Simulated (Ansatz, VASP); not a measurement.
# GaAs in two plane-wave programs, part 2 of 2

Aim: how closely do two programs agree when they are given the same cell, functional and k mesh? The structure shown is the end of the Ansatz relaxation below.

VASP 6.6.1 and Ansatz 0.2.0.

So far. Step 3 (VASP: single point, r2SCAN, pair 1): The run ends at a pressure of 1.01 GPa.

**4. Differences**

Known differences besides the potentials themselves: VASP keeps PBE cores, Ansatz makes them for the functional; the data sets hold 28 valence electrons in Ansatz (on its PAW soft_1 files) and 18 in VASP; the cutoff is 500 eV in Ansatz and 550 eV in VASP; Ansatz's pressure holds a Pulay correction, VASP's none. Total energies have different zeros and are not compared.

Compared:

| quantity | Ansatz | VASP | difference |
| --- | --- | --- | --- |
| pressure (GPa) | 0.87 | 1.01 | -0.14 |
| gap on the k mesh (eV) | 1.021 | 0.998 | +0.023 |

A gap on the mesh is an upper bound, since the band edges may lie between its points.

**5. Ansatz: relaxation, r2SCAN**

This run makes the geometry at which the two programs are then compared. The cell compared in this pair holds 45.99 Å³, against 44.94 Å³ for the pair before.

The structure compared here is the end of the Ansatz relaxation.

File input.yaml:

```yaml
crystal:
  lattice:
    - [0.0, 2.8612229714, 2.8328940311]
    - [2.8612229714, 0.0, 2.8328940311]
    - [2.8612229714, 2.8612229714, 0.0]
  atoms:
    - { symbol: Ga, position: [0.0, 0.0, 0.0] }
    - { symbol: As, position: [0.75, 0.75, 0.75] }
  conventional_axes: [[-1, 1, 1], [1, -1, 1], [1, 1, -1]]
kpoints:
  mp_grid: { grid: [16, 16, 16] }
hamiltonian:
  xc: r2scan
  pseudopotentials: { kind: paw, azcp: { folder: soft_1 } }
scf:
  occupations: { method: gaussian, width: 0.02 }
output:
  forces: true
  stress: true
  eigenvalues: true
relax:
  adjacent_minimum: "off"
  f_tol: 0.001
  max_steps: 60
  cell: { stress_tol: 0.01, fix: [a, b, gamma] }
```

On the command line:

```
$ ansatz run input.yaml --threads 4 --pin off --max-ram 10240MiB --backend cpu --events-out ev --progress --plain --runs-dir out
```

Numbers of over 12 decimals in the logs are rounded to 6 here.

Log:

```text
[...]
Crystal: 2 atoms, lattice volume = 46.384 Å³
Basis set: ecut = 500 eV, 1235 PW (Γ), exchange–correlation on 120×120×120 points (64 copies of the dense FFT grid, shifted against one another)
Bands: 18, of which v1, the nominal top of the filled ones, is band 14 counted from 1 (13 counted from 0)
Symmetry: 8 space group operations
[...]
k-point 348: bands = [... 10 lower, -3.0424, 0.6208, 4.6468, 4.6468, 9.1590, 9.2864, 18.1821, 18.1821]
--- Relaxed structure (3 steps of the walk, 3 accepted, 1 SCFs on fresh bases) ---
[...]
cell:  # Å, volume = 45.9886 Å³
    - [6.695236966039235e-19, 2.8612229714, 2.808772]
    - [2.8612229714, 0, 2.808772]
    - [2.8612229714, 2.8612229714, 6.76218933567364e-19]
  atoms:
    - { symbol: Ga, position: [0, 0, 0] }
    - { symbol: As, position: [0.75, 0.75, 0.75] }
[key lines of the parts left out:]
SCF converged after 6 iterations
Free energy (F): -8655.770353 eV
Fermi energy:    7.911874 eV
P = ⅓ Tr σ = -0.8012 GPa (-8.012 kbar)
```

**6. VASP: single point, r2SCAN, pair 2**

The same cell, functional, mesh and smearing now go to VASP, with its own data sets.

File INCAR:

```
SYSTEM = GaAs
PREC = Accurate
ENCUT = 550
EDIFF = 1E-06
NELM = 120
ISMEAR = 0
SIGMA = 0.02
LREAL = .FALSE.
ALGO = Normal
METAGGA = R2SCAN
LASPH = .TRUE.
NBANDS = 15
LORBIT = 11
LWAVE = .FALSE.
LCHARG = .FALSE.
ISIF = 2
GGA_COMPAT = .FALSE.
EFERMI = MIDGAP
LMIXTAU = .TRUE.
KPAR = 2
```

File POSCAR:

```
GaAs
1.0
    0.0000000000      2.8612229714      2.8087718977
    2.8612229714      0.0000000000      2.8087718977
    2.8612229714      2.8612229714      0.0000000000
Ga As
1 1
Direct
    0.0000000000      0.0000000000      0.0000000000
    0.7500000000      0.7500000000      0.7500000000
```

File KPOINTS:

```
Automatic mesh
0
Gamma
16 16 16
0 0 0
```

The projector-augmented-wave data sets are Ga_d and As (PBE family, release 64).

On the command line:

```
$ mpirun -np 2 vasp_std
```

Log:

```text
[banner, memory and clock lines left out]
running    2 mpi-ranks, on    1 nodes
[...]
[... a notice as in an earlier step ...]

 LDA part: xc-table for (None), standard interpolation
 POSCAR, INCAR and KPOINTS ok, starting setup
[...]
entering main loop
       N       E                     dE             d eps       ncg     rms          rms(c)
DAV:   1     0.677238293371E+02    0.67724E+02   -0.96108E+03 10645   0.175E+03
DAV:   2    -0.220290105736E+02   -0.89753E+02   -0.85617E+02 11842   0.339E+02
DAV:   3    -0.290270956911E+02   -0.69981E+01   -0.69719E+01 12703   0.737E+01
DAV:   4    -0.291387186605E+02   -0.11162E+00   -0.11160E+00 12589   0.104E+01
[...]
DAV:  15    -0.270538634002E+02   -0.81285E-04   -0.59692E-05 11429   0.918E-02    0.638E-03
DAV:  16    -0.270538772989E+02   -0.13899E-04   -0.35927E-06 13459   0.215E-02    0.336E-03
DAV:  17    -0.270538779332E+02   -0.63428E-06   -0.54819E-07  9547   0.107E-02
   1 F= -.27053878E+02 E0= -.27053878E+02  d E =-.288286-170
```

From OUTCAR (step 6):

```text
  Total       -0.3097393     -0.3097393      0.0382535      0.0000000     -0.0000000      0.0000000
  in kB      -10.7908850    -10.7908850      1.3326971      0.0000000     -0.0000000      0.0000000
  external PRESSURE =      -6.7496909 kB  Pullay stress =       0.0000000 kB

 POSITION                                       TOTAL-FORCE (eV/Angst)
 -----------------------------------------------------------------------------------
      0.00000      0.00000      0.00000        -0.000000     -0.000000      0.000000
      4.29183      4.29183      4.21316         0.000000      0.000000      0.000000
 -----------------------------------------------------------------------------------
    total drift:                               -0.000000     -0.000000      0.000001

  FREE ENERGIE OF THE ION-ELECTRON SYSTEM (eV)
  ---------------------------------------------------
  free  energy   TOTEN  =       -27.0538779332 eV

  energy  without entropy=      -27.0538779332  energy(sigma->0) =      -27.05387793

[... 1 part as in an earlier step ...]

[... 2 further parts left out ...]
[key lines of the parts left out:]
E-fermi :   3.9725
```

The run ends at a pressure of -0.67 GPa.

**7. Side by side**

What differs besides the data sets and the points named for the pairs above, as far as they apply: the data sets hold 28 valence electrons in Ansatz (on its PAW soft_1 files) and 18 in VASP. Total energies have different zeros and are not compared.

Both answers:

| quantity | Ansatz | VASP | difference |
| --- | --- | --- | --- |
| pressure (GPa) | -0.80 | -0.67 | -0.13 |
| gap on the k mesh (eV) | 0.804 | 0.780 | +0.023 |

A gap on the mesh is an upper bound, since the band edges may lie between its points.

**8. Results**

```yaml
difference_in_gap_on_the_k_mesh_single_point_r2scan_pair_1: 0.023 eV
difference_in_gap_on_the_k_mesh_single_point_r2scan_pair_2: 0.023 eV
```

What this shows: The difference in gap on the k mesh is 0.023 eV (single point, r2SCAN, pair 1), within the 0.08 eV picked in this series as the mark of a large difference. The data sets hold unlike numbers of valence electrons (28 in Ansatz and 18 in VASP), so part of the differences comes from the potentials. Such differences can come from data sets, numerical settings and the points named under the comparisons, not from the functional's error against experiment.

[Lines on the potential files, build, host, timing and source positions are cut from VASP's logs without a mark.]

[Logs are printed without paths, hosts, clocks, repeated set-up lines and the standing remarks that a program may print on its own settings, such as how far it seeks lower states.]

[Hosts, paths, dates, database ids (printed as entryN), source tags and the programs' standing remarks are cut or masked in the printed files.]
